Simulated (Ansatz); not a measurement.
# Mg (Fm-3m) in Ansatz: settings compared

One crystal, Mg, is run at these levels: BLYP, PBEsol0; tasks: density of states.

All numbers are computed with Ansatz 0.2.0; they aren't measurements. Logs are shortened: lines on timing, memory, paths and dates and some standing lists are left out, and cuts for length are marked.

### Step 1. Starting point

The structure is cubic, space group Fm-3m (No. 225). The conventional cell has a = 4.489 Å, b = 4.489 Å, c = 4.489 Å, α = 90.00°, β = 90.00°, γ = 90.00°. Mg (site symmetry m-3m) is surrounded by 12 Mg at 3.17 Å.

This isn't the form of Mg at room conditions, which is hcp.

### Step 2. Density of states, BLYP (cell strained at random at fixed volume)

File input.yaml:

```yaml
crystal:
  lattice:
    - [-0.024182, 2.171961, 2.265659]
    - [2.248567, -0.025658, 2.267135]
    - [2.25438, 2.179249, -0.031471]
  atoms:
    - { symbol: Mg, position: [0.0, 0.0, 0.0] }
hamiltonian:
  xc: blyp
  pseudopotentials: { kind: paw, source: jth }
kpoints:
  mp_grid: { grid: [7, 7, 7] }
scf:
  occupations: { method: methfessel_paxton, width: 0.15 }
  n_extra_bands: 8
output:
  forces: true
  stress: true
  eigenvalues: true
  dos: { projected: false, de: 0.05, nscf_kmesh: { grid: [11, 11, 11] } }
```

Potentials or basis: JTH PAW.

Started as:

```console
> ansatz run input.yaml --threads 1 --pin off --max-ram 2560MiB --backend cpu --events-out ev --progress --plain --runs-dir out
```

Output:

```text
Warning: the checks of this Mg dataset prove no rule for summing its radial tables, as where they were carried onto another mesh than they were made on, and Gregory's rule is taken, under which a leading mesh point left out moves its sums only by what lay on the interval it spanned. That does not make them correct, and they differ from Quantum ESPRESSO's on this file; a re-export a fraction of a mesh step off can move them. hamiltonian.pseudopotentials.radial_quadrature: simpson_from_first_knot sums it by `pw.x`'s rule; on a PAW file no value gives `pw.x`'s numbers. What more to know: hamiltonian.pseudopotentials.radial_quadrature, in the input reference
Warning: RAYON_NUM_THREADS=1 ignored (pool sized by the plan → 1); use --threads N
scf.n_extra_bands = 8 over 5 filled bands (N_el = 10.0): the run solves 13 bands
Engine: ansatz 0.2.0, aarch64-unknown-linux-gnu
Pseudopotentials: kind: paw
Pseudopotential: Mg, paw, valence charge 10, recommended cutoff 900 eV (normal), Mg.paw.azcp
Functional definition: BLYP
  parameter beta = 0.0042
  parameter a = 0.04918
  parameter b = 0.132
  parameter c = 0.2533
  parameter d = 0.349
  exchange = b88_x(beta = beta)
  correlation = lyp_c(a = a, b = b, c = c, d = d)
Crystal: 1 atoms, lattice volume = 22.607 Å³
Basis set: ecut = 900 eV, 1401 PW (Γ), exchange–correlation on 64×64×64 points (8 copies of the dense FFT grid, shifted against one another)
Bands: 13, of which v1, the nominal top of the filled ones, is band 5 counted from 1 (4 counted from 0)
Symmetry: 2 space group operations
Space group: P-1 (ITA 2), of the structure as read, at distance tolerance 2.8e-5 Å
k-points: 172 of 343
Non-local potential: Mg, projectors of the file, l = 0: 2, l = 1: 2
PAW form: soft (Blöchl's): semilocal exchange-correlation on the pseudo side does not see the compensation charge
PAW frozen core: Mg, regenerated for the run's functional, and the local potential with it (the file was generated under x = pbe(κ = 0.804, μ = 0.2195149727645171), c = pbe(β = 0.06672455060314922))
PAW one-centre angular grid: Mg, 110 points (default); XC on 64 Gauss nodes
Initial density: superposition of atomic densities (chi_scale 0.1, normalization cell)
Initial wavefunctions: pseudopotential atomic-orbital guess
Functional: x = b88, c = lyp
SCF iter   1: F=—  HF=-1926.789929 eV  |F-HF|=—  |Δ(HF+E_count)|=         —  Δρ=9.59e-3  dr2=2.60e-2  ethr=3.10e-3  ⟨swp⟩=5.6  Hψ=14153  notcnv=0  defer=201
preconditioner: auto → none  [insulator: Δε(μ)=0.201 eV  Ē_g=15.324 eV  σ=0.150 eV  W_gap=0.60  n_scr=0 (ndim 8)  ℏωp=11.0 eV  f_vac=0.000  D(μ)=0.18/eV (n_scr^D=0)  ε∞_Penn≈1.5]
SCF iter   2: F=—  HF=-1926.795552 eV  |F-HF|=—  |Δ(HF+E_count)|=   5.62e-3  S|Δr|=    0.00e0  Δρ=5.18e-3  dr2=7.01e-3  ethr=2.60e-4  ⟨swp⟩=1.4  Hψ=3720  notcnv=0  defer=271
SCF iter   3: F=—  HF=-1926.799458 eV  |F-HF|=—  |Δ(HF+E_count)|=   3.91e-3  S|Δr|=    0.00e0  Δρ=2.65e-4  dr2=1.27e-5  ethr=7.01e-5  ⟨swp⟩=2.0  Hψ=2877  notcnv=0  defer=271
SCF iter   4: F=—  HF=-1926.799493 eV  |F-HF|=—  |Δ(HF+E_count)|=   3.56e-5  S|Δr|=    0.00e0  Δρ=8.77e-5  dr2=1.54e-6  ethr=1.27e-7  ⟨swp⟩=2.3  Hψ=2141  notcnv=0  defer=271
SCF iter   5: F=-1926.799497 eV  HF=-1926.799497 eV  |F-HF|=2.38e-10  |Δ(HF+E_count)|=   3.99e-6  S|Δr|=    0.00e0  Δρ=3.64e-6  dr2=1.68e-9  ethr=1.00e-9  ⟨swp⟩=8.6  Hψ=12472  notcnv=0
SCF 1 converged in 5 iterations: F = -1926.799497 eV  dr2 = 1.68e-9
NSCF: frozen V_eff on 666 k-points
SCF converged after 5 iterations
Stability not checked: this state was not tested for a lower state beside it, because cold or Methfessel-Paxton smearing, or corrected tetrahedra, fill the levels in a way that the test cannot read (fill_not_monotonic; see scf.lower_state_search)
Free energy (F): -1926.799497 eV
Harris-Foulkes:  -1926.799497 eV  (|F-HF|=2.38e-10)
Internal energy: -1926.799890 eV  (E = F + TS)
E sigma→0 (E₀):  -1926.799595 eV
Entropy (-TS):   0.000393 eV (0.393 meV/atom)
Fermi energy:    7.028413 eV
Step filling:    the computed levels leave a gap of 0.0187 eV = 0.1 smearing widths at the electron count; against every level under it full and every level over it empty, smearing changes F+E_penalty+E_count by -0.168 meV and its σ→0 estimate by -0.266 meV
--- Per-component energies (eV) ---
  E_band       = -347.307323
  E_kinetic    = 94.173000
  E_local      = -1218.240842  (includes V_loc(G=0)·N_el)
  E_nonlocal   = -327.670029
  E_hartree    = 411.803247
  E_xc         = -31.449041
  E_vxc        = -40.880231  (∫ρ·V_xc dr)
  E_paw        = -120.028218  (= ΣΔE_a)
  E_vpaw       = 321.703305  (= ΣTr[D̂ρ^β])
  E_aug_tail   = -0.000368  (compensation charges beyond the density's cutoff)
  E_ewald      = -735.389879
  E_core_change = 0.002241  (= ΣΔE_core)
  E_smearing   = 0.000393  (= −TS)
  E_closure    = -0.000000  (closes the sum)
  Σ components = -1926.799497   (vs F -1926.799497, Δ=0.00e0)
--- Forces (eV/Å), atoms counted from 1 ---
  atom   1  Mg     0.00000000     0.00000000     0.00000000
  max |Σ_I F_I| component: 0.00e0 eV/Å
--- Stress (GPa, compression-positive) ---
        1.643919       0.322150       0.444519
        0.322150       2.337316       0.447680
        0.444519       0.447680       0.818933
  P = ⅓ Tr σ = 1.6001 GPa (16.001 kbar)
--- Band table (eV; the first three rows and the last of 172) ---
  k-point 0: bands = ["-69.2486", "-36.1819", "-36.1771", "-36.1748", "-0.0552", "19.0643", "19.2734", "19.6994", "21.0348", "21.1527", "21.4333", "22.0436", "24.5434"]
  k-point 1: bands = ["-69.2480", "-36.1864", "-36.1794", "-36.1759", "0.3978", "15.1223", "18.5922", "18.9136", "21.1046", "22.4851", "22.6649", "23.1510", "23.6774"]
  k-point 2: bands = ["-69.2467", "-36.1996", "-36.1815", "-36.1784", "1.7426", "10.7111", "18.0108", "18.4052", "20.5155", "20.6323", "21.3599", "24.0256", "25.2107"]
  k-point 171: bands = ["-69.2452", "-36.2098", "-36.1860", "-36.1843", "5.3330", "6.2509", "14.3750", "16.5626", "18.2239", "21.2515", "23.6520", "25.3307", "27.7853"]
```

Wall time 17 s (1 thread of Arm Neoverse V1, shared host); peak memory 0.52 GiB.

What came out:

| Item | Value |
| --- | --- |
| Free energy | -1926.7995 eV |
| Pressure | 1.6 GPa |
| Band gap on the k mesh | none (metal or under the smearing width) |
| Density of states at the Fermi level | 0.47 states/eV per cell |

Stress tensor (GPa, compression positive):
```
1.64 0.32 0.44
0.32 2.34 0.45
0.44 0.45 0.82
```

Levels at points of the mesh, in eV from the Fermi level:
```tsv
k point	band 3	band 4	band 5	band 6	band 7	band 8
(0.00, 0.00, 0.00)	-43.21	-43.20	-7.08	12.04	12.24	12.67
```

States per cell in windows of 0.5 eV (zero at the Fermi level; states under -8 eV left out):
```
from (eV)  total
     -8.0   0.00
     -7.5   0.00
     -7.0   0.03
     -6.5   0.06
     -6.0   0.08
     -5.5   0.10
     -5.0   0.12
     -4.5   0.13
     -4.0   0.14
     -3.5   0.15
     -3.0   0.17
     -2.5   0.19
     -2.0   0.21
     -1.5   0.18
     -1.0   0.21
     -0.5   0.23
      0.0   0.20
      0.5   0.21
      1.0   0.27
      1.5   0.24
      2.0   0.21
      2.5   0.27
      3.0   0.26
      3.5   0.25
      4.0   0.27
      4.5   0.29
      5.0   0.28
      5.5   0.30
      6.0   0.33
      6.5   0.34
      7.0   0.35
      7.5   0.34
```

### Step 3. Density of states, PBEsol0

File input.yaml:

```yaml
crystal:
  lattice:
    - [0.0, 2.244256, 2.244256]
    - [2.244256, 0.0, 2.244256]
    - [2.244256, 2.244256, 0.0]
  atoms:
    - { symbol: Mg, position: [0.0, 0.0, 0.0] }
hamiltonian:
  xc: { exchange: pbesol, correlation: pbesol, exx: { coeff: 0.25 } }
  pseudopotentials: { kind: paw, accuracy: standard, xc_functional: pbe }
kpoints:
  mp_grid: { grid: [7, 7, 7] }
scf:
  occupations: { method: fermi_dirac, width: 0.1 }
  n_extra_bands: 6
output:
  forces: true
  stress: true
  eigenvalues: true
  dos: { projected: false, de: 0.05 }
```

Potentials or basis: SSSP efficiency PAW.

Started as:

```console
> ansatz run input.yaml --threads 1 --pin off --max-ram 2560MiB --backend cpu --events-out ev --progress --plain --runs-dir out
```

Run time: 12 s. Hardware: 1 thread of Arm Neoverse V1, shared host; peak memory 0.62 GiB.

It converged, with:

- Free energy: -449.4477 eV
- Pressure: 0.0 GPa
- Band gap on the k mesh: none (metal or under the smearing width)
- Density of states at the Fermi level: 0.24 states/eV per cell

Levels at points of the mesh, in eV from the Fermi level:
| k point | band 1 | band 2 | band 3 | band 4 |
| --- | --- | --- | --- | --- |
| (0.00, 0.00, 0.00) | -8.60 | 13.61 | 13.61 | 13.61 |

States per cell in windows of 1 eV (zero at the Fermi level; states under -8 eV left out):
```tsv
from (eV)	total
-8.0	0.12
-7.0	0.18
-6.0	0.22
-5.0	0.25
-4.0	0.31
-3.0	0.37
-2.0	0.28
-1.0	0.27
0.0	0.22
1.0	0.51
2.0	0.37
3.0	0.43
4.0	0.50
5.0	0.50
6.0	0.56
7.0	0.60
```

Caveat: the thresholds are loose for stress.
